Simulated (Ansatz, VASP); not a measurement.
# ZnS in VASP and in Ansatz

```xyz
2
Lattice="0.0000 2.7235 2.7235 2.7235 0.0000 2.7235 2.7235 2.7235 0.0000" Properties=species:S:1:pos:R:3 pbc="T T T"
Zn    0.0000    0.0000    0.0000
S     1.3617    1.3617    1.3617
```

Alike in both runs: task relaxation of cell and atoms; functional PBE; k mesh 8 × 8 × 8; occupations gaussian, width 0.02 eV; no spin polarisation.

|  | VASP | Ansatz |
| --- | --- | --- |
| version | VASP 6.6.1 | Ansatz 0.2.0 |
| potentials or method | VASP PAW PBE potentials, release 64 (Zn, S) | scalar-relativistic, plane waves, PAW |
| plane-wave cutoff (eV) | 600 | 420 |
| valence electrons in the cell | 18 | 18 |

VASP gave:

| Quantity | Value |
| --- | --- |
| gap on the k mesh at the Fermi level, each at its own relaxed structure (eV) | 2.01 |
| relaxed volume (Å³/atom) | 20.20 |
| relaxed cell length with the largest relative difference (Å) | 3.852 |

**Question.** Estimate Ansatz's values.

**Answer.** gap on the k mesh at the Fermi level, each at its own relaxed structure (eV): 2.01; relaxed volume (Å³/atom): 20.16; relaxed cell length with the largest relative difference (Å): 3.849.

Caveats: the relaxation stopped at its first step, so nothing moved. PBE gaps usually lie below the measured ones, often by a third to a half.
